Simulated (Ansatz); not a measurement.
# SnSe2 (P-3m1) in Ansatz: a series of runs

One crystal, SnSe2, is run at these levels: BLYP, PBE, revPBE+D3(BJ); tasks: relaxation of cell and atoms, single point.

Everything below comes from runs of Ansatz 0.2.0. Logs are shortened: lines on timing, memory, paths and dates and some standing lists are left out, and cuts for length are marked.

### 1 The structure

Symmetry: P-3m1, No. 164, trigonal system. The conventional cell has a = 3.811 Å, b = 3.811 Å, c = 6.136 Å, α = 90.00°, β = 90.00°, γ = 120.00°. Sn (site symmetry -3m) has 6 Se at 2.68 Å as nearest neighbours. Se (site symmetry 3m) is surrounded by 3 Sn at 2.68 Å.

### 2 Relaxation of cell and atoms, BLYP

File input.yaml:

```yaml
crystal:
  lattice:
    - [3.811, 0.0, 0.0]
    - [-1.9055, 3.3004228138, 0.0]
    - [0.0, 0.0, 6.136]
  atoms:
    - { symbol: Sn, position: [0.0, 0.0, 0.0] }
    - { symbol: Se, position: [0.6666666667, 0.3333333333, 0.751] }
    - { symbol: Se, position: [0.3333333333, 0.6666666667, 0.249] }
hamiltonian:
  xc: blyp
  pseudopotentials: { kind: paw }
kpoints:
  mp_grid: { grid: [8, 8, 5] }
scf:
  occupations: { method: fermi_dirac, width: 0.05 }
output:
  forces: true
  stress: true
relax:
  f_tol: 0.01
  max_steps: 40
  cell: { stress_tol: 0.05 }
```

Potentials or basis: Ansatz PAW.

Launch:

```
$ ansatz run input.yaml --threads 2 --pin off --max-ram 5632MiB --backend cpu --events-out ev --progress --plain --runs-dir out
```

What it wrote:

```text
Warning: RAYON_NUM_THREADS=2 ignored (pool sized by the plan → 2); use --threads N
Engine: ansatz 0.2.0, x86_64-unknown-linux-gnu
Pseudopotentials: kind: paw
Pseudopotential: Sn, paw, valence charge 14, recommended cutoff 420 eV (normal), Sn.paw.azcp
Pseudopotential: Se, paw, valence charge 16, recommended cutoff 420 eV (normal), Se.paw.azcp
Functional definition: BLYP
  parameter beta = 0.0042
  parameter a = 0.04918
  parameter b = 0.132
  parameter c = 0.2533
  parameter d = 0.349
  exchange = b88_x(beta = beta)
  correlation = lyp_c(a = a, b = b, c = c, d = d)
Crystal: 3 atoms, lattice volume = 77.178 Å³
Basis set: ecut = 420 eV, 1485 PW (Γ), exchange–correlation on 54×54×90 points (8 copies of the dense FFT grid, shifted against one another)
Bands: 28, of which v1, the nominal top of the filled ones, is band 23 counted from 1 (22 counted from 0)
Symmetry: 12 space group operations
Space group: P-3m1 (ITA 164), of the structure as read, at distance tolerance 4.3e-5 Å
k-points: 40 of 320
Non-local potential: Sn, projectors of the file, l = 0: 2, l = 1: 2, l = 2: 2, l = 3: 2
Non-local potential: Se, projectors of the file, l = 0: 2, l = 1: 2, l = 2: 3, l = 3: 1
PAW form: soft (Blöchl's): semilocal exchange-correlation on the pseudo side does not see the compensation charge
PAW frozen core: Sn, regenerated for the run's functional, and the local potential with it (the file was generated under x = pbe(κ = 0.804, μ = 0.2195149727645171), c = pbe(β = 0.06672455060314922))
PAW frozen core: Se, regenerated for the run's functional, and the local potential with it (the file was generated under x = pbe(κ = 0.804, μ = 0.2195149727645171), c = pbe(β = 0.06672455060314922))
PAW one-centre angular grid: Sn, 590 points (default); XC on 64 Gauss nodes
PAW one-centre angular grid: Se, 590 points (default); XC on 64 Gauss nodes
Initial density: superposition of atomic densities (neutral atoms: chi_scale 0, normalization atom), corrected by the library's trained network
Initial wavefunctions: pseudopotential atomic-orbital guess
Functional: x = b88, c = lyp
SCF iter   1: F=—  HF=-17001.478713 eV  |F-HF|=—  |Δ(HF+E_count)|=         —  Δρ=7.09e-3  dr2=5.68e-2  ethr=1.77e-3  ⟨swp⟩=6.5  Hψ=5001  notcnv=0
preconditioner: auto → Resta (q_TF=auto, 2.503 Å⁻¹)  ε∞=2.7  [insulator: Δε(μ)=0.870 eV  Ē_g=16.313 eV  σ=0.050 eV  W_gap=1.00  n_scr=22 (ndim 8)  ℏωp=21.6 eV  f_vac=0.080  D(μ)=0.00/eV (n_scr^D=0)  ε∞_Penn≈2.7]
SCF iter   2: F=—  HF=-17001.462320 eV  |F-HF|=—  |Δ(HF+E_count)|=   1.64e-2  Δρ=2.77e-3  dr2=6.19e-3  ethr=1.24e-4  ⟨swp⟩=2.0  Hψ=1722  notcnv=0  defer=18
SCF iter   3: F=—  HF=-17001.460337 eV  |F-HF|=—  |Δ(HF+E_count)|=   1.98e-3  Δρ=9.95e-4  dr2=1.02e-3  ethr=1.35e-5  ⟨swp⟩=2.5  Hψ=2025  notcnv=0  defer=18
SCF iter   4: F=—  HF=-17001.460092 eV  |F-HF|=—  |Δ(HF+E_count)|=   2.45e-4  Δρ=2.50e-4  dr2=6.15e-5  ethr=2.21e-6  ⟨swp⟩=2.0  Hψ=1422  notcnv=0  defer=18
SCF iter   5: F=—  HF=-17001.460085 eV  |F-HF|=—  |Δ(HF+E_count)|=   6.68e-6  Δρ=7.54e-5  dr2=3.99e-6  ethr=1.34e-7  ⟨swp⟩=2.0  Hψ=2008  notcnv=0  defer=18
SCF iter   6: F=—  HF=-17001.460088 eV  |F-HF|=—  |Δ(HF+E_count)|=   2.54e-6  Δρ=1.90e-5  dr2=2.32e-7  ethr=8.68e-9  ⟨swp⟩=2.0  Hψ=2021  notcnv=0  defer=18
SCF iter   7: F=-17001.460088 eV  HF=-17001.460088 eV  |F-HF|=3.14e-9  |Δ(HF+E_count)|=   2.83e-7  Δρ=4.16e-6  dr2=1.20e-8  ethr=2.17e-10  ⟨swp⟩=4.8  Hψ=3714  notcnv=0
SCF 1 converged in 7 iterations: F = -17001.460088 eV  dr2 = 1.20e-8
relax step   1: F+E_penalty+E_count = -17001.46008788 eV  Δ(F+E_penalty+E_count) = +0.000e0 eV  max|allowed force component| = 1.055e0 eV/Å  Δτ_max = 0.0000 Å  P = +9.620 GPa  Ω = 77.178 Å³  (7 SCF iters, dr2 threshold 1.00e-7 eV, accepted)
[... 13 lines left out ...]
relax step  17: F+E_penalty+E_count = -17001.83622532 eV  Δ(F+E_penalty+E_count) = -4.266e-3 eV  max|allowed force component| = 2.139e-3 eV/Å  Δτ_max = 0.0000 Å  P = +0.028 GPa  Ω = 113.048 Å³  stress off target by 1.04e-1 GPa  SCF on the basis re-selected at this cell (its energy is not comparable with the rows above)  (10 SCF iters)
[... 13 lines left out ...]
relax step  18: F+E_penalty+E_count = -17001.83757796 eV  Δ(F+E_penalty+E_count) = -1.353e-3 eV  max|allowed force component| = 7.836e-3 eV/Å  Δτ_max = 0.0267 Å  P = +0.073 GPa  Ω = 115.482 Å³  energy of the carried Pulay correction = -3.135e-4 eV  (7 SCF iters, dr2 threshold 2.71e-8 eV, accepted)
[... 19 lines left out ...]
relax step  25: F+E_penalty+E_count = -17001.84292950 eV  Δ(F+E_penalty+E_count) = -2.672e-3 eV  max|allowed force component| = 2.507e-3 eV/Å  Δτ_max = 0.0000 Å  P = -0.002 GPa  Ω = 127.035 Å³  stress off target by 3.62e-2 GPa  SCF on the basis re-selected at this cell (its energy is not comparable with the rows above)  (10 SCF iters)
basis re-selected at this cell: Δ(F+E_penalty+E_count) = -2.672e-3 eV, ΔP = +0.005 GPa vs the last step (what re-selecting the basis moved, of the pressure what is left beyond the Pulay correction that the steps carried, after the strain that the cell walked since its last selection, with what the two solves' SCF thresholds leave and, on support functions, any second-order correction that the steps lacked; it is no measure of the basis error at this ecutwfc). The dense FFT grid was sized anew with the basis: this SCF ran on 27×27×64 points, the steps before it on 27×27×60, so part of this shift can come from that change (see relax.cell in the input reference). This SCF's stress stands 3.62e-2 GPa from its target on what of the cell is left free (relax.cell.stress_tol is 5.00e-2 GPa) and its largest allowed force component is 2.51e-3 eV/Å (relax.f_tol is 1.00e-2 eV/Å): within both
SCF converged after 10 iterations
Free energy (F): -17001.842929 eV
Harris-Foulkes:  -17001.842929 eV  (|F-HF|=6.18e-11)
Internal energy: -17001.842833 eV  (E = F + TS)
E sigma→0 (E₀):  -17001.842881 eV
Entropy (-TS):   -0.000096 eV (-0.032 meV/atom)
Fermi energy:    3.081304 eV
--- Per-component energies (eV) ---
  E_band       = -1091.309613
  E_kinetic    = 423.631793
  E_local      = -10486.037223  (includes V_loc(G=0)·N_el)
  E_nonlocal   = -1229.294442
  E_hartree    = 5201.841376
  E_xc         = -583.722221
  E_vxc        = -283.225435  (∫ρ·V_xc dr)
  E_paw        = -8006.924830  (= ΣΔE_a)
  E_vpaw       = 79.934511  (= ΣTr[D̂ρ^β])
  E_aug_tail   = -0.001220  (compensation charges beyond the density's cutoff)
  E_ewald      = -2321.732498
  E_core_change = 0.396433  (= ΣΔE_core)
  E_smearing   = -0.000096  (= −TS)
  E_closure    = 0.000000  (closes the sum)
  Σ components = -17001.842929   (vs F -17001.842929, Δ=0.00e0)
--- Forces (eV/Å), atoms counted from 1 ---
  atom   1  Sn     0.00000000    -0.00000000     0.00000000
  atom   2  Se    -0.00000000    -0.00000000     0.00250739
  atom   3  Se    -0.00000000     0.00000000    -0.00250739
  max |Σ_I F_I| component: 9.25e-18 eV/Å
--- Stress (GPa, compression-positive) ---
       -0.020802       0.000000      -0.000000
        0.000000      -0.020802      -0.000000
       -0.000000      -0.000000       0.036154
  P = ⅓ Tr σ = -0.0018 GPa (-0.018 kbar)
--- Relaxed structure (22 steps of the walk, 22 accepted, 3 SCFs on fresh bases) ---
  F+E_penalty+E_count = -17001.84292950 eV   max|allowed force component| = 2.507e-3 eV/Å   (the final SCF, on the basis selected at the relaxed cell)
  cell:  # Å, volume = 127.0353 Å³
    - [3.9795585757004175, -2.3840250717402378e-32, 2.705398902538103e-16]
    - [-1.9897792878502087, 3.4463988224047797, -1.3526994512690515e-16]
    - [4.355898101818518e-16, 4.931076050240165e-32, 9.262410225894879]
  atoms:
    - { symbol: Sn, position: [8.885108534262339e-34, -2.2125905632180322e-34, 3.7694990786110534e-19] }
    - { symbol: Se, position: [0.6666666666666664, 0.33333333333333326, 0.8269723596728842] }
    - { symbol: Se, position: [0.33333333333333326, 0.6666666666666665, 0.17302764032711582] }
```

Run time: 4.6 min. Hardware: 2 threads of Intel Xeon at 2.50GHz (Skylake/Cascade Lake), shared host; peak memory 0.49 GiB.

Results:

```yaml
Free_energy: -17001.8429 eV
Relaxed_volume: 42.35 Å³/atom
Relaxed_cell: a = 3.980 Å, b = 3.980 Å, c = 9.262 Å, α = 90.00°, β = 90.00°, γ = 120.00°
Space_group_after_relaxing_to_0.05_Å: P-3m1 (No. 164)
Energy_gained_by_relaxing: 127.6 meV/atom
Ionic_steps: 25
Pressure_after_relaxing: 0.0 GPa
Band_gap_on_the_k_mesh: 0.72 eV
```

Forces in eV/Å, atoms in the order of the input:
```
Sn   0.000  0.000  0.000
Se   0.000  0.000  0.003
Se   0.000  0.000 -0.003
```

Step by step:
```
step  energy change (eV)  largest force (eV/Å)  volume (Å³)
   1              0.0000                1.0548        77.18
   2             -0.1819                0.9287        88.88
   3             -0.2856                0.1402        95.00
   4             -0.3269                0.0001        92.72
   5             -0.3406                0.0073        93.04
   6             -0.3457                0.0185        94.90
   7             -0.3494                0.0130        98.74
   8             -0.3495                0.0027        98.65
   9             -0.3591                0.0067        98.65
  10             -0.3639                0.0019       101.73
  11             -0.3684                0.0189       105.58
  12             -0.3701                0.0181       107.78
  13             -0.3705                0.0915       112.49
  14             -0.3719                0.0006       112.62
  15             -0.3718                0.0030       113.32
  16             -0.3719                0.0001       113.05
  17             -0.3761                0.0021       113.05
  18             -0.3775                0.0078       115.48
  19             -0.3790                0.0290       119.52
  20             -0.3800                0.0317       123.62
  21             -0.3800                0.0181       127.64
  22             -0.3799                0.0177       127.90
  23             -0.3801                0.0000       127.47
  24             -0.3802                0.0007       127.04
  25             -0.3828                0.0025       127.04
```

Final structure:
```
CELL_PARAMETERS angstrom
3.97956 0.00000 0.00000
-1.98978 3.44640 0.00000
0.00000 0.00000 9.26241
ATOMIC_POSITIONS crystal
Sn 0.00000 0.00000 0.00000
Se 0.66667 0.33333 0.82697
Se 0.33333 0.66667 0.17303
```

Caveat: the volume moved by over 15 % at a fixed basis, so the end points are rough; odd divisions of the mesh miss points on the zone boundary, where band edges often lie, so the gap on the mesh can be too wide; the plane-wave basis is chosen anew once the cell has moved, so the energies of steps on either side of that aren't comparable; spin-orbit coupling is left out, which moves the levels of the heavy elements; this functional lacks dispersion, which binds the layers, so the pressure and a relaxed spacing across them are unreliable, and here the layers came unbound; the volume moved by +65 % from the deposited cell, more than functionals usually miss; the PAW data sets come from PBE, with cores solved anew for the run's functional, which leaves a small shift of forces and pressure. A k mesh can miss the band edges.

### 3 Single point, PBE

Changes to input.yaml since step 2:

```diff
@@ -10,3 +10,3 @@
 hamiltonian:
-  xc: blyp
+  xc: pbe
   pseudopotentials: { kind: paw }
@@ -15,3 +15,3 @@
 scf:
-  occupations: { method: fermi_dirac, width: 0.05 }
+  occupations: { method: gaussian, width: 0.012 }
 output:
@@ -19,5 +19,2 @@
   stress: true
-relax:
-  f_tol: 0.01
-  max_steps: 40
-  cell: { stress_tol: 0.05 }
+  eigenvalues: true
```

Potentials or basis: Ansatz PAW.

Launch:

```
$ ansatz run input.yaml --threads 2 --pin off --max-ram 5632MiB --backend cpu --events-out ev --progress --plain --runs-dir out
```

Wall time 12 s (2 threads of Intel Xeon at 2.50GHz (Skylake/Cascade Lake), shared host); peak memory 0.42 GiB.

The run converged. Its results:

| Property | Result |
| --- | --- |
| Free energy | -16963.2730 eV |
| Pressure | 5.5 GPa |
| Largest force | 0.787 eV/Å |
| Band gap on the k mesh | 0.81 eV, indirect (least direct gap 1.10 eV) |

Forces on the atoms (eV/Å):
```
Sn   0.000  0.000  0.000
Se   0.000  0.000 -0.787
Se   0.000  0.000  0.787
```

Stress tensor (GPa, compression positive):
```
5.04 0.00 0.00
0.00 5.04 0.00
0.00 0.00 6.53
```

Levels at points of the mesh, in eV from the valence-band top:
```
            k point  band 20  band 21  band 22  band 23  band 24  band 25  band 26  band 27
 (0.00, 0.00, 0.00)    -0.70    -0.39    -0.39    -0.01     1.10     2.95     4.65     4.65
(0.00, -0.50, 0.00)    -2.91    -2.68    -1.20    -0.31     1.16     3.80     5.46     5.49
```

Caveat: odd divisions of the mesh miss points on the zone boundary, where band edges often lie, so the gap on the mesh can be too wide; spin-orbit coupling is left out, which moves the levels of the heavy elements; this functional lacks dispersion, which binds the layers, so the pressure and a relaxed spacing across them are unreliable. A k mesh can miss the band edges.

### 4 Relaxation of cell and atoms, revPBE+D3(BJ)

Changes to input.yaml since step 3:

```diff
@@ -10,4 +10,5 @@
 hamiltonian:
-  xc: pbe
+  xc: revpbe
   pseudopotentials: { kind: paw }
+  dispersion: d3bj
 kpoints:
@@ -15,3 +16,3 @@
 scf:
-  occupations: { method: gaussian, width: 0.012 }
+  occupations: { method: fermi_dirac, width: 0.05 }
 output:
@@ -19,2 +20,5 @@
   stress: true
-  eigenvalues: true
+relax:
+  f_tol: 0.01
+  max_steps: 40
+  cell: { stress_tol: 0.05 }
```

Launch:

```
$ ansatz run input.yaml --threads 2 --pin off --max-ram 5632MiB --backend cpu --events-out ev --progress --plain --runs-dir out
```

It took 66 s on 2 threads of Intel Xeon at 2.50GHz (Skylake/Cascade Lake), shared host; peak memory 0.44 GiB.

The run converged. Its results:

* Free energy: -16980.0912 eV
* Relaxed volume: 24.77 Å³/atom
* Relaxed cell: a = 3.826 Å, b = 3.826 Å, c = 5.862 Å, α = 90.00°, β = 90.00°, γ = 120.00°
* Space group after relaxing (to 0.05 Å): P-3m1 (No. 164)
* Energy gained by relaxing: 27.3 meV/atom
* Ionic steps: 6
* Pressure after relaxing: 0.0 GPa

Step by step:
| step | energy change (eV) | largest force (eV/Å) | volume (Å³) |
| --- | --- | --- | --- |
| 1 | 0.0000 | 0.8435 | 77.18 |
| 2 | -0.0730 | 0.0108 | 76.39 |
| 3 | -0.0813 | 0.0000 | 74.33 |
| 4 | -0.0823 | 0.0019 | 74.16 |
| 5 | -0.0823 | 0.0013 | 74.30 |
| 6 | -0.0818 | 0.0015 | 74.30 |

Final structure:
```yaml
crystal:
  lattice:
    - [3.82571, 0.00000, 0.00000]
    - [-1.91285, 3.31316, 0.00000]
    - [0.00000, 0.00000, 5.86188]
  atoms:
    - { symbol: Sn, position: [0.00000, 0.00000, 0.00000] }
    - { symbol: Se, position: [0.66667, 0.33333, 0.72830] }
    - { symbol: Se, position: [0.33333, 0.66667, 0.27170] }
```

Caveat: the plane-wave basis is chosen anew once the cell has moved, so the energies of steps on either side of that aren't comparable; the PAW data sets come from PBE, with cores solved anew for the run's functional, which leaves a small shift of forces and pressure.

### 5 Overview

```tsv
task	level	cell	smearing	gap on the mesh (eV)	pressure (GPa)	relaxed volume (Å³/atom)
relaxation of cell and atoms	BLYP	relaxed	fermi-dirac 0.05 eV	0.72	0.0	42.35
single point	PBE	as given	gaussian 0.012 eV	0.81	5.5	-
relaxation of cell and atoms	revPBE+D3(BJ)	relaxed	fermi-dirac 0.05 eV	-	0.0	24.77
```

Alike in all rows: potentials or basis Ansatz PAW; no spin polarisation; k mesh 8 × 8 × 5; cutoff (eV) 420.

Caveats: odd divisions of the mesh miss points on the zone boundary, where band edges often lie, so the gap on the mesh can be too wide (some runs); the plane-wave basis is chosen anew once the cell has moved, so the energies of steps on either side of that aren't comparable (some runs); spin-orbit coupling is left out, which moves the levels of the heavy elements (some runs); the PAW data sets come from PBE, with cores solved anew for the run's functional, which leaves a small shift of forces and pressure (some runs); the volume moved by over 15 % at a fixed basis, so the end points are rough (some runs); this functional lacks dispersion, which binds the layers, so the pressure and a relaxed spacing across them are unreliable, and here the layers came unbound (some runs); the volume moved by +65 % from the deposited cell, more than functionals usually miss (some runs).

Absolute energies hang on the potentials; compare differences alone.
